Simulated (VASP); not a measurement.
# MgS (F-43m) in VASP: notebook

The runs below take MgS through single point, with LDA.

Everything below comes from runs of VASP 6.6.1. Logs are shortened: lines on timing, memory, paths and dates and some standing lists are left out, and cuts for length are marked.

## Step 1: The crystal as given

The structure is cubic, space group F-43m (No. 216). The conventional cell has a = 5.666 Å, b = 5.666 Å, c = 5.666 Å, α = 90.00°, β = 90.00°, γ = 90.00°. S (site symmetry -43m) has 4 Mg at 2.45 Å as nearest neighbours. Around Mg (site symmetry -43m) lie 4 S at 2.45 Å.

The cell comes from a database or a generator and needn't be the stable form of this composition.

## Step 2: Single point, LDA

Contents of INCAR:

```
  ADDGRID = False
  ALGO = Normal
  EDIFF = 1E-4
  ENCUT = 550
  GGA = CA
  ISIF = 2
  ISMEAR = 0
  LASPH = True
  LCHARG = False
  LREAL = False
  LWAVE = False
  NELM = 100
  PREC = Accurate
  SIGMA = 0.05
```

Contents of KPOINTS:

```
k-points
0
Gamma
  10 10 10
```

Contents of POSCAR:

```
MgS
1.0
    0.0000000000      2.8331200468      2.8331200468
    2.8331200468      0.0000000000      2.8331200468
    2.8331200468      2.8331200468      0.0000000000
S Mg
1 1
Direct
    0.2346630000      0.2748010000      0.2357280000
   -0.0216520000      0.0237760000     -0.0317750000
```

Potentials or basis: VASP PAW LDA potentials, release 64 (S, Mg).

Launch:

```sh
cat potpaw_LDA.64/S/POTCAR potpaw_LDA.64/Mg/POTCAR > POTCAR
mpirun -np 1 vasp_std > vasp.out
```

OUTCAR:

```text
EDIFF = 1E-4
   ENCUT = 550
   GGA = CA
   ISIF = 2
   ISMEAR = 0
   LASPH = True
   LREAL = False
   NELM = 100
   PREC = Accurate

 Found    504 irreducible k-points:

 Following reciprocal coordinates:
            Coordinates               Weight
  0.000000  0.000000  0.000000      1.000000
  0.100000  0.000000  0.000000      2.000000
  0.000000  0.100000  0.000000      2.000000
  0.000000  0.000000  0.100000      2.000000
  0.100000  0.100000  0.100000      2.000000
  0.200000  0.000000  0.000000      2.000000
   k-points           NKPTS =    504   k-points in BZ     NKDIM =    504   number of bands    NBANDS=      8
   number of dos      NEDOS =    301   number of ions     NIONS =      2
   total plane-waves  NPLWV =  32768
   dimension x,y,z NGX =    32 NGY =   32 NGZ =   32
   dimension x,y,z NGXF=    64 NGYF=   64 NGZF=   64
   ions per type =               1   1
   NGX,Y,Z   is equivalent  to a cutoff of  13.28, 13.28, 13.28 a.u.
   NGXF,Y,Z  is equivalent  to a cutoff of  26.56, 26.56, 26.56 a.u.
 SYSTEM =  unknown system
   PREC   = accura    normal or accurate (medium, high low for compatibility)
   ISTART =      0    job   : 0-new  1-cont  2-samecut
   ICHARG =      2    charge: 1-file 2-atom 10-const
   ISPIN  =      1    spin polarized calculation?
   LNONCOLLINEAR =      F non collinear calculations
   LSORBIT =      F    spin-orbit coupling
   LASPH  =      T    aspherical Exc in radial PAW
   ENCUT  =  550.0 eV  40.42 Ry    6.36 a.u.   7.66  7.66  7.66*2*pi/ulx,y,z
   NELM   =    100;   NELMIN=  2; NELMDL= -5     # of ELM steps
   EDIFF  = 0.1E-03   stopping-criterion for ELM
   LREAL  =      F    real-space projection
   EDIFFG = 0.1E-02   stopping-criterion for IOM
   NSW    =      0    number of steps for IOM
   IBRION =     -1    ionic relax: 0-MD 1-quasi-New 2-CG
   NFREE  =      0    steps in history (QN), initial steepest desc. (CG)
   ISIF   =      2    stress and relaxation
   ISYM   =      2    0-nonsym 1-usesym 2-fastsym
   POTIM  = 0.5000    time-step for ionic-motion
   TEBEG  =    0.0;   TEEND  =   0.0 temperature during run
   PSTRESS=    0.0 pullay stress
   NELECT =       8.0000    total number of electrons
   NUPDOWN=      -1.0000    fix difference up-down
   EMIN   =  10.00;   EMAX   =-10.00  energy-range for DOS
   EFERMI =   0.00;   METHOD = LEGACY
   ISMEAR =     0;   SIGMA  =   0.05  broadening in eV -4-tet -1-fermi 0-gaus
   EFERMI_NEDOS =   21; number of points for ismear=-14 and -15
   IALGO  =     38    algorithm
   IMIX   =      4    mixing-type and parameters
     AMIX     =   0.40;   BMIX     =  1.00
     AMIX_MAG =   1.60;   BMIX_MAG =  1.00
  volume/ion in A,a.u.               =      22.74       153.46
  Fermi-wavevector in a.u.,A,eV,Ry     =   0.917269  1.733386 11.447692  0.841382
  Thomas-Fermi vector in A             =   2.042218
   LORBIT       =      0    0 simple, 1 ext, 2 COOP (PROOUT), +10 PAW based schemes
   GGA     = CA    functional components
   LHFCALC =     F    Hartree Fock is set to
   AEXX    =    0.0000 exact exchange contribution
   IVDW    =     0    specifies the selected vdW correction
   LEPSILON=     F    determine dielectric tensor
   LRPA    =     F    only Hartree local field effects (RPA)
 non-spin polarized calculation
 Gauss-broadening in eV      SIGMA  =   0.05
  energy-cutoff  :      550.00
  volume of cell :       45.48
 maximum number of plane-waves:      1363
   NGX = 15   NGY = 15   NGZ = 15

 number of electron       8.0000000 magnetization

 Free energy of the ion-electron system (eV)
  ---------------------------------------------------
  ext. energy  EPLUGINS =         0.00000000
  ---------------------------------------------------
  free energy    TOTEN  =        -9.35898317 eV

  energy without entropy =       -9.35898317  energy(sigma->0) =       -9.35898317

 E-fermi :   1.2640     XC(G=0):  -8.7530

 val. band max:        0.9965962115   @ k =   0.0000   0.0000   0.0000
 cond. band min:       4.0568979430   @ k =   0.0000   0.0000   0.0000
 fundamental gap:      3.0603017315
 Fermi energy:         1.2639741937

 k-point     1 :       0.0000    0.0000    0.0000
  band No.  band energies     occupation
      1     -10.3549      2.00000
      2       0.7787      2.00000
      3       0.8523      2.00000
      4       0.9966      2.00000
      5       4.0569      0.00000
      6       8.6335      0.00000
      7       8.6389      0.00000
      8       8.6598      0.00000

 k-point     2 :       0.1000    0.0000    0.0000
  band No.  band energies     occupation
      1     -10.2970      2.00000
      2       0.3514      2.00000
      3       0.7709      2.00000
      4       0.9464      2.00000
      5       4.5307      0.00000
      6       8.4841      0.00000
      7       8.7543      0.00000
      8       8.8009      0.00000

 k-point     3 :       0.0000    0.1000    0.0000
  band No.  band energies     occupation
      1     -10.2971      2.00000
      2       0.3740      2.00000
      3       0.7532      2.00000
      4       0.9392      2.00000
      5       4.5331      0.00000
      6       8.4794      0.00000
      7       8.7560      0.00000
      8       8.7976      0.00000

 k-point     4 :       0.0000    0.0000    0.1000
  band No.  band energies     occupation
      1     -10.2966      2.00000
      2       0.3074      2.00000
      3       0.8147      2.00000
      4       0.9517      2.00000
      5       4.5258      0.00000
      6       8.5021      0.00000
      7       8.7657      0.00000
      8       8.7845      0.00000

 k-point     5 :       0.1000    0.1000    0.1000
  band No.  band energies     occupation
      1     -10.2979      2.00000
      2       0.4885      2.00000
      3       0.7476      2.00000
      4       0.8184      2.00000
      5       4.5441      0.00000
      6       8.4887      0.00000
      7       8.7399      0.00000
      8       8.7723      0.00000

 k-point     6 :       0.2000    0.0000    0.0000
  band No.  band energies     occupation
      1     -10.1379      2.00000
      2      -0.5850      2.00000
      3       0.6805      2.00000
      4       0.8531      2.00000
      5       5.3247      0.00000
      6       8.3497      0.00000
      7       8.8731      0.00000
      8       9.0031      0.00000

 [... further k-points ...]

------------------------ aborting loop because EDIFF is reached ----------------------------------------

  FORCE on cell =-STRESS in cart. coord.  units (eV):
  Direction    XX          YY          ZZ          XY          YZ          ZX
  --------------------------------------------------------------------------------------
  -------------------------------------------------------------------------------------
  Total       -0.6443089     -0.6608817     -0.6224749     -0.0618417     -0.2714232     -0.3588437
  in kB      -22.6975927    -23.2814154    -21.9284291     -2.1785491     -9.5616466    -12.6412781
  external PRESSURE =     -22.6358124 kB  Pullay stress =       0.0000000 kB

 VOLUME and BASIS-vectors are now :
 -----------------------------------------------------------------------------
  energy-cutoff  :      550.00
  volume of cell :       45.48
      direct lattice vectors                 reciprocal lattice vectors
     0.000000000  2.833120047  2.833120047    -0.176483874  0.176483874  0.176483874
     2.833120047  0.000000000  2.833120047     0.176483874 -0.176483874  0.176483874
     2.833120047  2.833120047  0.000000000     0.176483874  0.176483874 -0.176483874

 POSITION                                       TOTAL-FORCE (eV/Angst)
 -----------------------------------------------------------------------------------
      1.44639      1.33267      1.44337        -0.256784     -0.341166     -0.046558
      2.81046      5.51487      2.83914         0.256784      0.341166      0.046558
 -----------------------------------------------------------------------------------
    total drift:                               -0.000332     -0.000461     -0.000072

  FREE ENERGIE OF THE ION-ELECTRON SYSTEM (eV)
  ---------------------------------------------------
  free  energy   TOTEN  =        -9.3589831681 eV

  energy  without entropy=       -9.3589831681  energy(sigma->0) =       -9.35898317
```

Wall time 88 s (1 thread of Intel Xeon Platinum 8559C (Emerald Rapids), shared host); peak memory 0.35 GiB.

These settings aren't checked as converged: the numbers below hold their error.

Results:

```yaml
Free_energy: -9.3590 eV
Pressure: -2.3 GPa
Largest_force: 0.430 eV/Å
Band_gap_on_the_k_mesh: 3.06 eV, direct
```

## Step 3: Single point, LDA

Edit INCAR of step 2 so:

```diff
@@ -2,4 +2,4 @@
   ALGO = Normal
-  EDIFF = 1E-4
-  ENCUT = 550
+  EDIFF = 1E-6
+  ENCUT = 450
   GGA = CA
```

Contents of KPOINTS:

```
k-points
0
Gamma
  12 12 12
```

Contents of POSCAR:

```
MgS
1.0
    0.0000000000      2.8331200468      2.8331200468
    2.8331200468      0.0000000000      2.8331200468
    2.8331200468      2.8331200468      0.0000000000
S Mg
1 1
Direct
    0.2500000000      0.2500000000      0.2500000000
    0.0000000000      0.0000000000      0.0000000000
```

Potentials or basis: VASP PAW LDA potentials, release 64 (S, Mg).

Launch:

```sh
cat potpaw_LDA.64/S/POTCAR potpaw_LDA.64/Mg/POTCAR > POTCAR
mpirun -np 1 vasp_std > vasp.out
```

Run time: 17 s. Hardware: 1 thread of Intel Xeon Platinum 8559C (Emerald Rapids), shared host; peak memory 0.14 GiB.

The run converged, but some of its settings lie outside the range that counts as converged, so its numbers aren't taken as properties of the crystal.

Results:

| Item | Value |
| --- | --- |
| Free energy | -9.3779 eV |
| Pressure | -2.5 GPa |
| Band gap on the k mesh | 3.18 eV, direct |

## Step 4: Single point, LDA

INCAR is that of step 3.

KPOINTS is that of step 3.

Contents of POSCAR:

```
MgS
1.0
    0.0000000000      2.8331200468      2.8331200468
    2.8331200468      0.0000000000      2.8331200468
    2.8331200468      2.8331200468      0.0000000000
S Mg
1 1
Direct
    0.2346630000      0.2748010000      0.2357280000
   -0.0216520000      0.0237760000     -0.0317750000
```

Launch:

```sh
cat potpaw_LDA.64/S/POTCAR potpaw_LDA.64/Mg/POTCAR > POTCAR
mpirun -np 1 vasp_std > vasp.out
```

Wall time 2.4 min (1 thread of Intel Xeon Platinum 8559C (Emerald Rapids), shared host); peak memory 0.39 GiB.

The run converged, but some of its settings lie outside the range that counts as converged, so its numbers aren't taken as properties of the crystal.

Results:

```
Free energy            : -9.3586 eV
Pressure               : -2.4 GPa
Largest force          : 0.429 eV/Å
Band gap on the k mesh : 3.06 eV, direct
```

## Step 5: Single point, LDA

Edit INCAR of step 4 so:

```diff
@@ -3,3 +3,3 @@
   EDIFF = 1E-6
-  ENCUT = 450
+  ENCUT = 700
   GGA = CA
```

Contents of KPOINTS:

```
k-points
0
Gamma
  10 10 10
```

Contents of POSCAR:

```
MgS
1.0
    0.0000000000      2.8331200468      2.8331200468
    2.8331200468      0.0000000000      2.8331200468
    2.8331200468      2.8331200468      0.0000000000
S Mg
1 1
Direct
    0.2500000000      0.2500000000      0.2500000000
    0.0000000000      0.0000000000      0.0000000000
```

Launch:

```sh
cat potpaw_LDA.64/S/POTCAR potpaw_LDA.64/Mg/POTCAR > POTCAR
mpirun -np 1 vasp_std > vasp.out
```

Wall time 26 s (1 thread of Intel Xeon Platinum 8559C (Emerald Rapids), shared host); peak memory 0.18 GiB.

These settings aren't checked as converged: the numbers below hold their error.

What came out:

```yaml
Free_energy: -9.3785 eV
Pressure: -2.5 GPa
Band_gap_on_the_k_mesh: 3.18 eV, direct
```

## Step 6: The reference run

An earlier run on the cell as given: functional PBEsol; potentials or basis VASP PAW PBE potentials, release 64 (S, Mg); cutoff 520 eV; k mesh 8 × 8 × 8; occupations fermi-dirac, width 0.05 eV; no spin polarisation.

* Pressure: -0.5 GPa
* Band gap on the k mesh: 3.29 eV, direct
